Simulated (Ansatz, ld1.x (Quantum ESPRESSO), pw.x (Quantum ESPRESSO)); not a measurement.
What a changed setting does to a pw.x run (fcc N)

Potential: norm-conserving Troullier–Martins (Kleinman–Bylander form), ld1.x (Quantum ESPRESSO) 7.5, PBE; core [He], reference 2s2 2p3; waves: 2p (bound): rc 1.25 bohr; 3d channel at -0.15 Ry: rc 1.20 bohr; 2s (bound): rc 1.00 bohr; local part: the s channel; core correction: none.

The reference run (k-mesh 18³, cutoffs 170/680 Ry, Fermi–Dirac 0.01 Ry, mixing_beta 0.4, conv_thr 1e-9, no spin) gives 0.35 GPa at 7.602 Å³/atom, where all-electron LAPW gives 0.28 GPa. This run, with its own iteration cap, changes smearing to mp.

```
&control
  calculation='scf', prefix='x', pseudo_dir='./', outdir='./tmp', tstress=.true., disk_io='none'
/
&system
  ibrav=0, nat=1, ntyp=1, ecutwfc=170, ecutrho=680, nbnd=9,
  occupations='smearing', smearing='mp', degauss=0.01
/
&electrons
  conv_thr=1e-09, mixing_beta=0.4, electron_maxstep=60
/
ATOMIC_SPECIES
N 1.0 N.UPF
CELL_PARAMETERS angstrom
  0.00000000 1.56062762 1.56062762
  1.56062762 0.00000000 1.56062762
  1.56062762 1.56062762 0.00000000
ATOMIC_POSITIONS crystal
N 0.0000 0.0000 0.0000
K_POINTS automatic
18 18 18 0 0 0
```

```bash
pw.x < N.scf.in > N.scf.out
```

How does the run end?

It converges in 6 iterations; the free energy moves by +22.5 meV/atom and the pressure by -0.45 GPa. This scheme is built to cancel the term in the square of the width that Fermi–Dirac smearing leaves in the F of a metal.

```
Message from routine setup:
     using ibrav=0 with symmetry is DISCOURAGED, use correct ibrav instead
     lattice parameter (alat)  =       4.1707  a.u.
     unit-cell volume          =      51.3008 (a.u.)^3
     number of electrons       =         5.00
     number of Kohn-Sham states=            9
     kinetic-energy cutoff     =     170.0000  Ry
     charge density cutoff     =     680.0000  Ry
     scf convergence threshold =      1.0E-09
     Exchange-correlation= PBE
     number of k points=   195  Methfessel-Paxton smearing, width (Ry)=  0.0100
     iteration #  1     ecut=   170.00 Ry     beta= 0.40
     total energy              =     -19.56576818 Ry
     estimated scf accuracy    <       0.00055926 Ry
     iteration #  2     ecut=   170.00 Ry     beta= 0.40
     total energy              =     -19.56577162 Ry
     estimated scf accuracy    <       0.00011508 Ry
     iteration #  3     ecut=   170.00 Ry     beta= 0.40
     total energy              =     -19.56578867 Ry
     estimated scf accuracy    <       0.00000416 Ry
     iteration #  4     ecut=   170.00 Ry     beta= 0.40
     total energy              =     -19.56578897 Ry
     estimated scf accuracy    <          3.6E-09 Ry
     iteration #  5     ecut=   170.00 Ry     beta= 0.40
     total energy              =     -19.56578897 Ry
     estimated scf accuracy    <          1.2E-09 Ry
     iteration #  6     ecut=   170.00 Ry     beta= 0.40
     the Fermi energy is     8.2008 ev
!    total energy              =     -19.56578897 Ry
     estimated scf accuracy    <          9.6E-12 Ry
     smearing contrib. (-TS)   =      -0.00004858 Ry
     The total energy is F=E-TS. E is the sum of the following terms:
     one-electron contribution =       2.77574334 Ry
     hartree contribution      =       1.76769197 Ry
     xc contribution           =      -4.67625258 Ry
     ewald contribution        =     -19.43292312 Ry
     convergence has been achieved in   6 iterations
          total   stress  (Ry/bohr**3)                   (kbar)     P=       -0.96
     Message from routine punch:
     Nothing written, as per user request (disk_io='none')
```

The run took about 27 s on one core of a shared host (Neoverse-V2, 96 threads, 742 GiB, load 18).
